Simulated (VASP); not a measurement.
Here is a VASP 6.6.1 calculation.

Contents of INCAR:

```
SYSTEM = SiC
PREC = Accurate
ENCUT = 600
EDIFF = 1E-6
ISMEAR = -1
SIGMA = 0.05
LREAL = .FALSE.
LASPH = .TRUE.
NELM = 100
ALGO = Normal
ISIF = 3
LWAVE = .FALSE.
LCHARG = .FALSE.
GGA = RE
LUSE_VDW = .TRUE.
AGGAC = 0.0
IBRION = 2
NSW = 60
EDIFFG = -0.02
```

KPOINTS

```
Automatic mesh
0
G
  10 10 10
  0 0 0
```

File POSCAR:

```
SiC
1.0
    0.0000000000      2.1790000000      2.1790000000
    2.1790000000      0.0000000000      2.1790000000
    2.1790000000      2.1790000000      0.0000000000
Si C
1 1
Direct
    0.0000000000      0.0000000000      0.0000000000
    0.7500000000      0.7500000000      0.7500000000
```

Potentials or basis: VASP PAW PBE potentials, release 64 (Si, C).

The run is started by

```console
$ cat potpaw_PBE.64/Si/POTCAR potpaw_PBE.64/C/POTCAR > POTCAR
$ mpirun -np 1 vasp_std > vasp.out
```

(1) What does it give for the band gap on the k mesh?

(2) Predict the relaxed cell.

(3) What does it give for the space group after relaxing (to 0.05 Å)?

Results:

(1) 1.67 eV, indirect (least direct gap 4.74 eV).

(2) a = 3.117 Å, b = 3.117 Å, c = 3.117 Å, α = 60.00°, β = 60.00°, γ = 60.00°.

(3) F-43m (No. 216).
